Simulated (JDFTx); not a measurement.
WC:

```
W C
1.0
     0.00000    2.19268    2.19268
     2.19268    0.00000    2.19268
     2.19268    2.19268    0.00000
W C
1 1
Direct
  0.00000 0.00000 0.00000
  0.50000 0.50000 0.50000
```

Measurements of this composition are mostly on another form, of space group No. 187.

```yaml
Program: JDFTx 1.7.0 (patched build)
Task: single point
Functional: PBEsol
Potentials_or_basis: PseudoDojo-SR-PBEsol-0.4.1-standard with smoothed tails
Cutoff: 1116 eV
Density_cutoff: 8925 eV
k_mesh: 10 × 10 × 10
Occupations: fermi-dirac, width 0.05 eV
Spin: no spin polarisation
```

On this cell: pressure -9.9 GPa; largest force zero by symmetry; band gap on the k mesh none (metal or under the smearing width).

The same run follows on a disturbed copy (atoms moved at random, drawn with an rms of 0.05 Å):

```
W C
1.0
     0.00000    2.19268    2.19268
     2.19268    0.00000    2.19268
     2.19268    2.19268    0.00000
W C
1 1
Direct
  0.98258 0.99518 0.00280
  0.51745 0.50594 0.48678
```

**Question.** What does the disturbed cell give?

**Answer.** The energy (extrapolated to zero smearing) moves by +19.5 meV/atom; pressure -7.9 GPa; largest force 0.713 eV/Å; band gap on the k mesh none (metal or under the smearing width).

Forces in eV/Å, atoms in the order of the input:
```
W   -0.077  0.280  0.652
C    0.077 -0.280 -0.652
```

Stress tensor (GPa, compression positive):
```
-9.94 -0.02  0.00
-0.02 -9.11 -0.01
 0.00 -0.01 -4.74
```
